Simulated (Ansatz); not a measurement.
# PbO2 (Fm-3m) in Ansatz: notebook

The runs below take PbO2 through single point, equation of state, with BLYP+D4.

All numbers are computed with Ansatz 0.2.0; they aren't measurements. Logs are shortened: lines on timing, memory, paths and dates and some standing lists are left out, and cuts for length are marked.

### Step 1. Starting point

It takes space group Fm-3m (No. 225, cubic). The conventional cell has a = 5.404 Å, b = 5.404 Å, c = 5.404 Å, α = 90.00°, β = 90.00°, γ = 90.00°. Pb (site symmetry m-3m) has 8 O at 2.34 Å as nearest neighbours. Around O (site symmetry -43m) lie 4 Pb at 2.34 Å.

The cell comes from a database or a generator and needn't be the stable form of this composition.

### Step 2. Single point, BLYP+D4, 12.36 Å³/atom (volume scaled by 0.94)

File input.yaml:

```yaml
crystal:
  lattice:
    - [0.0, 2.6468338291, 2.6468338291]
    - [2.6468338291, 0.0, 2.6468338291]
    - [2.6468338291, 2.6468338291, 0.0]
  atoms:
    - { symbol: Pb, position: [0.0, 0.0, 0.0] }
    - { symbol: O, position: [0.75, 0.75, 0.75] }
    - { symbol: O, position: [0.25, 0.25, 0.25] }
hamiltonian:
  xc: blyp
  pseudopotentials: { kind: paw, xc_functional: lda, accuracy: standard }
  dispersion: d4
kpoints:
  mp_grid: { grid: [9, 9, 9] }
scf:
  occupations: { method: fermi_dirac, width: 0.025 }
output:
  forces: true
  stress: true
  eigenvalues: true
```

Potentials or basis: JTH PAW LDA.

Launch:

```
$ ansatz run input.yaml --threads 2 --pin off --max-ram 5120MiB --backend cpu --events-out ev --progress --plain --runs-dir out
```

The program printed:

```text
Warning: the checks of this Pb dataset prove no rule for summing its radial tables, as where they were carried onto another mesh than they were made on, and Gregory's rule is taken, under which a leading mesh point left out moves its sums only by what lay on the interval it spanned. That does not make them correct, and they differ from Quantum ESPRESSO's on this file; a re-export a fraction of a mesh step off can move them. hamiltonian.pseudopotentials.radial_quadrature: simpson_from_first_knot sums it by `pw.x`'s rule; on a PAW file no value gives `pw.x`'s numbers. What more to know: hamiltonian.pseudopotentials.radial_quadrature, in the input reference
Warning: the checks of this O dataset prove no rule for summing its radial tables, as where they were carried onto another mesh than they were made on, and Gregory's rule is taken, under which a leading mesh point left out moves its sums only by what lay on the interval it spanned. That does not make them correct, and they differ from Quantum ESPRESSO's on this file; a re-export a fraction of a mesh step off can move them. hamiltonian.pseudopotentials.radial_quadrature: simpson_from_first_knot sums it by `pw.x`'s rule; on a PAW file no value gives `pw.x`'s numbers. What more to know: hamiltonian.pseudopotentials.radial_quadrature, in the input reference
Warning: RAYON_NUM_THREADS=2 ignored (pool sized by the plan → 2); use --threads N
Engine: ansatz 0.2.0, x86_64-unknown-linux-gnu
Pseudopotentials: kind: paw
Pseudopotential: Pb, paw, valence charge 14, recommended cutoff 1800 eV (normal), Pb.paw.azcp
Pseudopotential: O, paw, valence charge 6, recommended cutoff 1380 eV (normal), O.paw.azcp
Functional definition: BLYP
  parameter beta = 0.0042
  parameter a = 0.04918
  parameter b = 0.132
  parameter c = 0.2533
  parameter d = 0.349
  exchange = b88_x(beta = beta)
  correlation = lyp_c(a = a, b = b, c = c, d = d)
Crystal: 3 atoms, lattice volume = 37.086 Å³
Basis set: ecut = 1800 eV, 6375 PW (Γ), exchange–correlation on 120×120×120 points (8 copies of the dense FFT grid, shifted against one another)
Bands: 17, of which v1, the nominal top of the filled ones, is band 13 counted from 1 (12 counted from 0)
Symmetry: 48 space group operations
Space group: Fm-3m (ITA 225), of the structure as read, at distance tolerance 3.3e-5 Å
k-points: 35 of 729
Non-local potential: Pb, projectors of the file, l = 0: 2, l = 1: 2, l = 2: 2
Non-local potential: O, projectors of the file, l = 0: 2, l = 1: 2
PAW form: compensated (Kresse and Joubert's): semilocal exchange-correlation on the pseudo side sees the compensation charge
PAW frozen core: O, regenerated for the run's functional, and the local potential with it (the file was generated under x = slater, c = lda)
PAW one-centre angular grid: Pb, 590 points (default); XC on 165 of its mesh's 985 points in the sphere
PAW one-centre angular grid: O, 110 points (default); XC on 87 of its mesh's 757 points in the sphere
Initial density: superposition of atomic densities (chi_scale 0.1, normalization cell, long waves kept (reshape's long-wave potential 0.00 eV rms))
Initial wavefunctions: pseudopotential atomic-orbital guess
Functional: x = b88, c = lyp
SCF iter   1: F=—  HF=-13005.968474 eV  |F-HF|=—  |Δ(HF+E_count)|=         —  Δρ=1.04e-1  dr2=3.79e0  ethr=3.10e-3  ⟨swp⟩=9.7  Hψ=4639  notcnv=0
preconditioner: auto → none  [insulator: Δε(μ)=0.478 eV  Ē_g=17.571 eV  σ=0.025 eV  W_gap=0.97  n_scr=14 (ndim 8)  ℏωp=31.1 eV  f_vac=0.001  D(μ)=0.11/eV (n_scr^D=0)  ε∞_Penn≈4.1]
SCF iter   2: F=—  HF=-13004.984765 eV  |F-HF|=—  |Δ(HF+E_count)|=   9.84e-1  Δρ=3.23e-2  dr2=4.02e-1  ethr=3.10e-3  ⟨swp⟩=3.4  Hψ=1514  notcnv=0
SCF iter   3: F=—  HF=-13004.879497 eV  |F-HF|=—  |Δ(HF+E_count)|=   1.05e-1  Δρ=5.64e-3  dr2=5.87e-3  ethr=1.55e-3  ⟨swp⟩=2.5  Hψ=940  notcnv=0
SCF iter   4: F=—  HF=-13004.878657 eV  |F-HF|=—  |Δ(HF+E_count)|=   8.40e-4  Δρ=6.12e-4  dr2=1.25e-4  ethr=2.26e-5  ⟨swp⟩=3.6  Hψ=1572  notcnv=0
SCF iter   5: F=—  HF=-13004.878662 eV  |F-HF|=—  |Δ(HF+E_count)|=   4.51e-6  Δρ=1.67e-4  dr2=3.55e-6  ethr=4.82e-7  ⟨swp⟩=3.0  Hψ=1208  notcnv=0
SCF iter   6: F=—  HF=-13004.878655 eV  |F-HF|=—  |Δ(HF+E_count)|=   6.56e-6  Δρ=1.99e-5  dr2=7.60e-8  ethr=3.85e-10  ⟨swp⟩=8.1  Hψ=4252  notcnv=0
SCF iter   7: F=-13004.878655 eV  HF=-13004.878655 eV  |F-HF|=7.88e-10  |Δ(HF+E_count)|=   1.74e-8  Δρ=2.72e-6  dr2=7.67e-10  ethr=2.92e-10  ⟨swp⟩=3.1  Hψ=2418  notcnv=0
SCF 1 converged in 7 iterations: F = -13004.878655 eV  dr2 = 7.67e-10
SCF converged after 7 iterations
Free energy (F): -13004.878655 eV
Harris-Foulkes:  -13004.878655 eV  (|F-HF|=7.88e-10)
Internal energy: -13004.876281 eV  (E = F + TS)
E sigma→0 (E₀):  -13004.877468 eV
Entropy (-TS):   -0.002374 eV (-0.791 meV/atom)
Fermi energy:    10.589056 eV
--- Per-component energies (eV) ---
  E_band       = 18.224707
  E_kinetic    = 551.142105
  E_local      = -1911.605178  (includes V_loc(G=0)·N_el)
  E_nonlocal   = 1015.753102
  E_hartree    = 626.142903
  E_xc         = -429.499368
  E_vxc        = -533.977278  (∫ρ·V_xc dr)
  E_paw        = -10710.610087  (= ΣΔE_a)
  E_vpaw       = -355.373679  (= ΣTr[D̂ρ^β])
  E_aug_tail   = -0.000020  (compensation charges beyond the density's cutoff)
  E_ewald      = -2144.379311
  E_disp       = -1.622860  (pairwise vdW)
  E_core_change = -0.197566  (= ΣΔE_core)
  E_smearing   = -0.002374  (= −TS)
  E_closure    = -0.000000  (closes the sum)
  Σ components = -13004.878655   (vs F -13004.878655, Δ=0.00e0)
--- Forces (eV/Å), atoms counted from 1 ---
  atom   1  Pb    -0.00000000     0.00000000     0.00000000
  atom   2  O     -0.00000000    -0.00000000     0.00000000
  atom   3  O      0.00000000    -0.00000000    -0.00000000
  max |Σ_I F_I| component: 3.70e-17 eV/Å
--- Stress (GPa, compression-positive) ---
        9.955293      -0.000000       0.000000
       -0.000000       9.955293       0.000000
        0.000000      -0.000000       9.955293
  P = ⅓ Tr σ = 9.9553 GPa (99.553 kbar)
--- Band table (eV; the first three rows and the last of 35) ---
  k-point 0: bands = ["-8.2884", "-5.1103", "-5.0791", "-5.0791", "-5.0791", "-4.7722", "-4.7722", "8.3654", "8.6348", "8.6348", "8.6348", "9.3041", "9.3041", "9.3041", "17.8792", "17.8792", "17.8792"]
  k-point 1: bands = ["-8.1786", "-5.7659", "-5.0609", "-5.0609", "-4.7737", "-4.7737", "-4.4008", "7.1282", "8.4322", "8.5002", "8.5002", "9.3025", "9.3025", "10.5406", "17.6423", "18.1553", "18.1553"]
  k-point 2: bands = ["-7.8973", "-6.2864", "-5.0218", "-5.0218", "-4.7694", "-4.7694", "-3.8342", "5.6803", "7.9979", "8.1940", "8.1940", "9.2752", "9.2752", "11.9116", "17.5005", "18.8912", "18.8912"]
  k-point 34: bands = ["-7.1263", "-7.0624", "-4.8691", "-4.7770", "-4.7501", "-3.9800", "-3.5907", "2.3613", "5.6686", "7.5721", "8.2664", "10.1196", "10.5790", "13.1608", "19.0969", "20.1269", "20.4802"]
```

Run time: 2.9 s. Hardware: 2 threads of Intel Xeon 6975P-C (Granite Rapids), shared host; peak memory 0.62 GiB.

What came out:

- Free energy: -13004.8787 eV
- Pressure: 10.0 GPa
- Band gap on the k mesh: none (metal or under the smearing width)

Caveat: pairwise dispersion overbinds metals, which lowers pressure and volume.

### Step 3. Single point, BLYP+D4, 12.63 Å³/atom (volume scaled by 0.96)

input.yaml, as its differences from that of step 2:

```diff
@@ -2,5 +2,5 @@
   lattice:
-    - [0.0, 2.6468338291, 2.6468338291]
-    - [2.6468338291, 0.0, 2.6468338291]
-    - [2.6468338291, 2.6468338291, 0.0]
+    - [0.0, 2.6654741181, 2.6654741181]
+    - [2.6654741181, 0.0, 2.6654741181]
+    - [2.6654741181, 2.6654741181, 0.0]
   atoms:
```

Potentials or basis: JTH PAW LDA.

Launch:

```
$ ansatz run input.yaml --threads 2 --pin off --max-ram 5120MiB --backend cpu --events-out ev --progress --plain --runs-dir out
```

Wall time 2.6 s (2 threads of Intel Xeon 6975P-C (Granite Rapids), shared host); peak memory 0.63 GiB.

It converged, with:

* Free energy: -13004.9189 eV
* Pressure: 6.4 GPa
* Band gap on the k mesh: none (metal or under the smearing width)

Caveat: pairwise dispersion overbinds metals, which lowers pressure and volume.

### Step 4. Single point, BLYP+D4, 12.89 Å³/atom (volume scaled by 0.98)

input.yaml, as its differences from that of step 3:

```diff
@@ -2,5 +2,5 @@
   lattice:
-    - [0.0, 2.6654741181, 2.6654741181]
-    - [2.6654741181, 0.0, 2.6654741181]
-    - [2.6654741181, 2.6654741181, 0.0]
+    - [0.0, 2.6838572791, 2.6838572791]
+    - [2.6838572791, 0.0, 2.6838572791]
+    - [2.6838572791, 2.6838572791, 0.0]
   atoms:
```

Launch:

```
$ ansatz run input.yaml --threads 2 --pin off --max-ram 5120MiB --backend cpu --events-out ev --progress --plain --runs-dir out
```

Wall time 2.7 s (2 threads of Intel Xeon 6975P-C (Granite Rapids), shared host); peak memory 0.63 GiB.

The run converged. Its results:

| Item | Value |
| --- | --- |
| Free energy | -13004.9428 eV |
| Pressure | 3.3 GPa |
| Band gap on the k mesh | none (metal or under the smearing width) |

Caveat: pairwise dispersion overbinds metals, which lowers pressure and volume.

### Step 5. Single point, BLYP+D4, 13.15 Å³/atom

input.yaml, as its differences from that of step 4:

```diff
@@ -2,5 +2,5 @@
   lattice:
-    - [0.0, 2.6838572791, 2.6838572791]
-    - [2.6838572791, 0.0, 2.6838572791]
-    - [2.6838572791, 2.6838572791, 0.0]
+    - [0.0, 2.701992, 2.701992]
+    - [2.701992, 0.0, 2.701992]
+    - [2.701992, 2.701992, 0.0]
   atoms:
@@ -21 +21,5 @@
   eigenvalues: true
+  write_density: true
+  write_potential: true
+  elf: true
+  volumetric_format: npy
```

Launch:

```
$ ansatz run input.yaml --threads 2 --pin off --max-ram 5120MiB --backend cpu --events-out ev --progress --plain --runs-dir out
```

Run time: 3.7 s. Hardware: 2 threads of Intel Xeon 6975P-C (Granite Rapids), shared host; peak memory 0.63 GiB.

The run converged. Its results:

```
Free energy            : -13004.9521 eV
Pressure               : 0.5 GPa
Band gap on the k mesh : none (metal or under the smearing width)
```

Caveat: pairwise dispersion overbinds metals, which lowers pressure and volume.

### Step 6. Single point, BLYP+D4, 13.41 Å³/atom (volume scaled by 1.02)

input.yaml, as its differences from that of step 5:

```diff
@@ -2,5 +2,5 @@
   lattice:
-    - [0.0, 2.701992, 2.701992]
-    - [2.701992, 0.0, 2.701992]
-    - [2.701992, 2.701992, 0.0]
+    - [0.0, 2.7198865082, 2.7198865082]
+    - [2.7198865082, 0.0, 2.7198865082]
+    - [2.7198865082, 2.7198865082, 0.0]
   atoms:
```

Potentials or basis: JTH PAW LDA.

Launch:

```
$ ansatz run input.yaml --threads 2 --pin off --max-ram 5120MiB --backend cpu --events-out ev --progress --plain --runs-dir out
```

Run time: 3.6 s. Hardware: 2 threads of Intel Xeon 6975P-C (Granite Rapids), shared host; peak memory 0.64 GiB.

Results (log left out):

| Item | Value |
| --- | --- |
| Free energy | -13004.9485 eV |
| Pressure | -1.9 GPa |
| Band gap on the k mesh | none (metal or under the smearing width) |

Caveat: pairwise dispersion overbinds metals, which lowers pressure and volume.

### Step 7. Single point, BLYP+D4, 13.68 Å³/atom (volume scaled by 1.04)

input.yaml, as its differences from that of step 6:

```diff
@@ -2,5 +2,5 @@
   lattice:
-    - [0.0, 2.7198865082, 2.7198865082]
-    - [2.7198865082, 0.0, 2.7198865082]
-    - [2.7198865082, 2.7198865082, 0.0]
+    - [0.0, 2.7375486038, 2.7375486038]
+    - [2.7375486038, 0.0, 2.7375486038]
+    - [2.7375486038, 2.7375486038, 0.0]
   atoms:
@@ -21,5 +21 @@
   eigenvalues: true
-  write_density: true
-  write_potential: true
-  elf: true
-  volumetric_format: npy
```

Launch:

```
$ ansatz run input.yaml --threads 2 --pin off --max-ram 5120MiB --backend cpu --events-out ev --progress --plain --runs-dir out
```

Run time: 2.8 s. Hardware: 2 threads of Intel Xeon 6975P-C (Granite Rapids), shared host; peak memory 0.64 GiB.

The run converged. Its results:

```yaml
Free_energy: -13004.9336 eV
Pressure: -4.1 GPa
Band_gap_on_the_k_mesh: none (metal or under the smearing width)
```

Caveat: pairwise dispersion overbinds metals, which lowers pressure and volume.

### Step 8. Single point, BLYP+D4, 13.94 Å³/atom (volume scaled by 1.06)

input.yaml, as its differences from that of step 7:

```diff
@@ -2,5 +2,5 @@
   lattice:
-    - [0.0, 2.7375486038, 2.7375486038]
-    - [2.7375486038, 0.0, 2.7375486038]
-    - [2.7375486038, 2.7375486038, 0.0]
+    - [0.0, 2.7549856893, 2.7549856893]
+    - [2.7549856893, 0.0, 2.7549856893]
+    - [2.7549856893, 2.7549856893, 0.0]
   atoms:
```

Launch:

```
$ ansatz run input.yaml --threads 2 --pin off --max-ram 5120MiB --backend cpu --events-out ev --progress --plain --runs-dir out
```

Run time: 3.3 s. Hardware: 2 threads of Intel Xeon 6975P-C (Granite Rapids), shared host; peak memory 0.68 GiB.

Results (log left out):

```yaml
Free_energy: -13004.9085 eV
Pressure: -6.0 GPa
Band_gap_on_the_k_mesh: none (metal or under the smearing width)
```

Caveat: pairwise dispersion overbinds metals, which lowers pressure and volume.

### Step 9. Equation of state, BLYP+D4

Potentials or basis: JTH PAW LDA.

No new run: the results of the series are fitted here.

What came out:

```
Equilibrium volume                      : 13.21 Å³/atom
Bulk modulus                            : 128 GPa
Pressure derivative of the bulk modulus : 5.1
```

Energy against volume, from the lowest point:
| volume (Å³/atom) | energy (meV/atom) |
| --- | --- |
| 12.362 | 24.48 |
| 12.625 | 11.07 |
| 12.888 | 3.11 |
| 13.151 | 0.00 |
| 13.414 | 1.19 |
| 13.677 | 6.18 |
| 13.940 | 14.53 |

Caveat: the potentials were made for another functional, which shifts forces and pressure.
